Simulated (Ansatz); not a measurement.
# Te2Pt: the cost of one run

Computed with Ansatz 0.2.0 (DFT PBE, scalar-relativistic, plane waves, PAW, unless a step names another level, unless a step's input says otherwise).

2 further runs of the same task are left out: 2 set aside as unsound or not needed.

**1. Starting point**

It takes space group P-3m1 (No. 164, trigonal). Conventional cell: a = 4.088 Å, b = 4.088 Å, c = 5.394 Å, α = 90.00°, β = 90.00°, γ = 120.00°. Te (site symmetry 3m) has 3 Pt at 2.73 Å as nearest neighbours. Pt (site symmetry -3m) is surrounded by 6 Te at 2.73 Å.

Structure file:

```
Te Pt
1.0
     4.08792    0.00000    0.00000
    -2.04396    3.54024    0.00000
     0.00000    0.00000    5.39430
Te Pt
2 1
Direct
  0.66667 0.33333 0.74739
  0.33333 0.66667 0.25261
  0.00000 0.00000 0.00000
```

It came out lowest among 27 distinct ends of the trial cells. At a tolerance of 0.05 Å it has space group P-3m1 (No. 164).

**2. A stricter relaxation, on the response runs' mesh and smearing**

Input file input.yaml:

```yaml
crystal:
  lattice:
    - [4.0879172331, 0.0, 0.0]
    - [-2.0439586165, 3.5402401725, 0.0]
    - [0.0, 0.0, 5.3942988181]
  atoms:
    - { symbol: Te, position: [0.6666666667, 0.3333333333, 0.7473928494] }
    - { symbol: Te, position: [0.3333333333, 0.6666666667, 0.2526071506] }
    - { symbol: Pt, position: [0.0, 0.0, 0.0] }
basis:
  ecutwfc: 420
kpoints:
  mp_grid: { grid: [12, 12, 8] }
hamiltonian:
  xc: pbe
scf:
  occupations: { method: gaussian, width: 0.1 }
output:
  forces: true
  stress: true
  eigenvalues: true
relax:
  adjacent_minimum: "off"
  f_tol: 0.001
  max_steps: 60
  cell: { stress_tol: 0.01 }
```

Launch:

```
> ansatz run input.yaml --threads 3 --pin off --max-ram 7680MiB --backend cpu --events-out ev --progress --plain --runs-dir out
```

Q: Estimate wall time and peak memory on 3 threads of Intel Xeon at 2.70GHz, shared host.

About 30 s, with a peak of 0.6 GiB.
